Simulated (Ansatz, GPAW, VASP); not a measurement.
## CdS: programs and potentials compared

```
CELL_PARAMETERS angstrom
4.15000 0.00000 0.00000
-2.07500 3.59401 0.00000
0.00000 0.00000 6.73700
ATOMIC_POSITIONS crystal
Cd 0.66667 0.33333 0.50000
Cd 0.33333 0.66667 0.00000
S 0.66667 0.33333 0.87500
S 0.33333 0.66667 0.37500
```

Alike in all runs: task band structure; functional RPBE; k mesh 7 × 7 × 4; occupations fermi-dirac, width 0.05 eV; no spin polarisation; no spin-orbit coupling. Pressure is positive in compression and, in plane waves, holds the error of the finite cutoff, which Ansatz's Pulay term estimates and takes out. Gaps are the smaller of the mesh's and the band path's.

```json
{"program and potentials": "Ansatz, Ansatz PAW", "plane-wave cutoff (eV)": "420", "notes": "potentials made for PBE, which Ansatz adapts in part; 13 valence electrons an atom on average; Pulay term of +0.04 GPa included", "band gap (eV)": "1.38", "pressure (GPa)": "4.27", "largest force (eV/Å)": "0.070"}
{"program and potentials": "VASP, PBE PAW files Cd, S, 520 eV", "plane-wave cutoff (eV)": "520", "notes": "potentials made for PBE; 9 valence electrons an atom on average", "band gap (eV)": "1.38", "pressure (GPa)": "4.61", "largest force (eV/Å)": "0.071"}
{"program and potentials": "GPAW, the program's PAW data sets (release 1.2.1) made for this functional", "plane-wave cutoff (eV)": "600", "notes": "9 valence electrons an atom on average", "band gap (eV)": "1.36", "pressure (GPa)": "4.03", "largest force (eV/Å)": "0.070"}
```

Force on atom 1 (Cd), eV/Å:

```csv
program and potentials,x,y,z
"Ansatz, Ansatz PAW",0.000,0.000,-0.070
"VASP, PBE PAW files Cd, S, 520 eV",0.000,0.000,-0.071
"GPAW, the program's PAW data sets (release 1.2.1) made for this functional",0.000,0.000,-0.070
```

The band gap spans 1.36 (GPAW, the program's PAW data sets (release 1.2.1) made for this functional) to 1.38 eV (VASP, PBE PAW files Cd, S, 520 eV). The pressure spans 4.03 (GPAW, the program's PAW data sets (release 1.2.1) made for this functional) to 4.61 GPa (VASP, PBE PAW files Cd, S, 520 eV). Some sets were made for another functional than the one run, which can shift their rows.

The functional is the same throughout but for its coding, so the spread measures potentials, basis and numerics; runs on potential files found faulty are left out.
